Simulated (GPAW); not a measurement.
A run of GPAW 26.7.0 is set up as follows.

Contents of run.py:

```python
from ase.dft.bandgap import bandgap
from ase.io import read, write
from ase.units import GPa
from gpaw import GPAW, PW

atoms = read('Cu.cif')

calc = GPAW(mode=PW(1200),
            xc='PBE',
            kpts={'size': (7, 7, 7), 'gamma': True},
            occupations={'name': 'fermi-dirac', 'width': 0.05},
            nbands=42,
            convergence={'density': 1e-05, 'energy': 1e-05},
            maxiter=50,
            txt='gpaw.txt')
atoms.calc = calc
energy = atoms.get_potential_energy()
forces = atoms.get_forces()
stress = atoms.get_stress()
calc.write('gs.gpw')
write('result.traj', atoms)
print(f'Energy: {energy:.6f} eV')
print('Forces (eV/A):')
print(forces.round(4))
print('Stress (GPa):', (stress / GPa).round(3))
print('Fermi level:', round(calc.get_fermi_level(), 4), 'eV')
print(f'Gap: {bandgap(calc)[0]:.4f} eV, direct: {bandgap(calc, direct=True)[0]:.4f} eV')
```

Contents of Cu.cif:

```cif
data_Cu
_cell_length_a 3.61500000
_cell_length_b 3.61500000
_cell_length_c 3.61500000
_cell_angle_alpha 90.00000000
_cell_angle_beta 90.00000000
_cell_angle_gamma 90.00000000
_space_group_name_H-M_alt 'Fm-3m'
_space_group_name_Hall '-F 4 2 3'
_space_group_IT_number 225
loop_
_space_group_symop_operation_xyz
'x,y,z'
'-x,-y,-z'
'-y,x,z'
'y,-x,-z'
'-x,-y,z'
'x,y,-z'
'y,-x,z'
'-y,x,-z'
'x,-y,-z'
'-x,y,z'
'-y,-x,-z'
'y,x,z'
'-x,y,-z'
'x,-y,z'
'y,x,-z'
'-y,-x,z'
'z,x,y'
'-z,-x,-y'
'z,-y,x'
'-z,y,-x'
'z,-x,-y'
'-z,x,y'
'z,y,-x'
'-z,-y,x'
'-z,x,-y'
'z,-x,y'
'-z,-y,-x'
'z,y,x'
'-z,-x,y'
'z,x,-y'
'-z,y,x'
'z,-y,-x'
'y,z,x'
'-y,-z,-x'
'x,z,-y'
'-x,-z,y'
'-y,z,-x'
'y,-z,x'
'-x,z,y'
'x,-z,-y'
'-y,-z,x'
'y,z,-x'
'-x,-z,-y'
'x,z,y'
'y,-z,-x'
'-y,z,x'
'x,-z,y'
'-x,z,-y'
'x,y+1/2,z+1/2'
'-x,-y+1/2,-z+1/2'
'-y,x+1/2,z+1/2'
'y,-x+1/2,-z+1/2'
'-x,-y+1/2,z+1/2'
'x,y+1/2,-z+1/2'
'y,-x+1/2,z+1/2'
'-y,x+1/2,-z+1/2'
'x,-y+1/2,-z+1/2'
'-x,y+1/2,z+1/2'
'-y,-x+1/2,-z+1/2'
'y,x+1/2,z+1/2'
[... 40 lines left out ...]
'-x+1/2,-y,z+1/2'
'x+1/2,y,-z+1/2'
'y+1/2,-x,z+1/2'
'-y+1/2,x,-z+1/2'
'x+1/2,-y,-z+1/2'
'-x+1/2,y,z+1/2'
'-y+1/2,-x,-z+1/2'
'y+1/2,x,z+1/2'
'-x+1/2,y,-z+1/2'
'x+1/2,-y,z+1/2'
'y+1/2,x,-z+1/2'
'-y+1/2,-x,z+1/2'
'z+1/2,x,y+1/2'
'-z+1/2,-x,-y+1/2'
'z+1/2,-y,x+1/2'
'-z+1/2,y,-x+1/2'
'z+1/2,-x,-y+1/2'
'-z+1/2,x,y+1/2'
'z+1/2,y,-x+1/2'
'-z+1/2,-y,x+1/2'
'-z+1/2,x,-y+1/2'
'z+1/2,-x,y+1/2'
'-z+1/2,-y,-x+1/2'
'z+1/2,y,x+1/2'
'-z+1/2,-x,y+1/2'
'z+1/2,x,-y+1/2'
'-z+1/2,y,x+1/2'
'z+1/2,-y,-x+1/2'
'y+1/2,z,x+1/2'
'-y+1/2,-z,-x+1/2'
'x+1/2,z,-y+1/2'
'-x+1/2,-z,y+1/2'
'-y+1/2,z,-x+1/2'
'y+1/2,-z,x+1/2'
'-x+1/2,z,y+1/2'
'x+1/2,-z,-y+1/2'
'-y+1/2,-z,x+1/2'
'y+1/2,z,-x+1/2'
'-x+1/2,-z,-y+1/2'
'x+1/2,z,y+1/2'
'y+1/2,-z,-x+1/2'
'-y+1/2,z,x+1/2'
'x+1/2,-z,y+1/2'
'-x+1/2,z,-y+1/2'
'x+1/2,y+1/2,z'
'-x+1/2,-y+1/2,-z'
'-y+1/2,x+1/2,z'
'y+1/2,-x+1/2,-z'
'-x+1/2,-y+1/2,z'
'x+1/2,y+1/2,-z'
'y+1/2,-x+1/2,z'
'-y+1/2,x+1/2,-z'
'x+1/2,-y+1/2,-z'
'-x+1/2,y+1/2,z'
'-y+1/2,-x+1/2,-z'
'y+1/2,x+1/2,z'
'-x+1/2,y+1/2,-z'
'x+1/2,-y+1/2,z'
'y+1/2,x+1/2,-z'
'-y+1/2,-x+1/2,z'
'z+1/2,x+1/2,y'
'-z+1/2,-x+1/2,-y'
'z+1/2,-y+1/2,x'
'-z+1/2,y+1/2,-x'
'z+1/2,-x+1/2,-y'
'-z+1/2,x+1/2,y'
'z+1/2,y+1/2,-x'
'-z+1/2,-y+1/2,x'
'-z+1/2,x+1/2,-y'
'z+1/2,-x+1/2,y'
'-z+1/2,-y+1/2,-x'
'z+1/2,y+1/2,x'
'-z+1/2,-x+1/2,y'
'z+1/2,x+1/2,-y'
'-z+1/2,y+1/2,x'
'z+1/2,-y+1/2,-x'
'y+1/2,z+1/2,x'
'-y+1/2,-z+1/2,-x'
'x+1/2,z+1/2,-y'
'-x+1/2,-z+1/2,y'
'-y+1/2,z+1/2,-x'
'y+1/2,-z+1/2,x'
'-x+1/2,z+1/2,y'
'x+1/2,-z+1/2,-y'
'-y+1/2,-z+1/2,x'
'y+1/2,z+1/2,-x'
'-x+1/2,-z+1/2,-y'
'x+1/2,z+1/2,y'
'y+1/2,-z+1/2,-x'
'-y+1/2,z+1/2,x'
'x+1/2,-z+1/2,y'
'-x+1/2,z+1/2,-y'
loop_
_atom_site_label
_atom_site_type_symbol
_atom_site_symmetry_multiplicity
_atom_site_Wyckoff_symbol
_atom_site_fract_x
_atom_site_fract_y
_atom_site_fract_z
_atom_site_occupancy
Cu1 Cu 4 a 0.0000000000 0.0000000000 0.0000000000 1
```

Potentials or basis: GPAW PAW data sets (gpaw-data 1.2.1), pw.

Command:

```sh
$ OMP_NUM_THREADS=1 python run.py
```

Question: Estimate the pressure.

Answer: 3.3 GPa.

Question: Estimate the band gap on the k mesh.

Answer: None (metal or under the smearing width).

Caveat: with this Cu data set, volumes or pressures lay over 1.5 % or 2 GPa off other programs in two to four cells of ten.
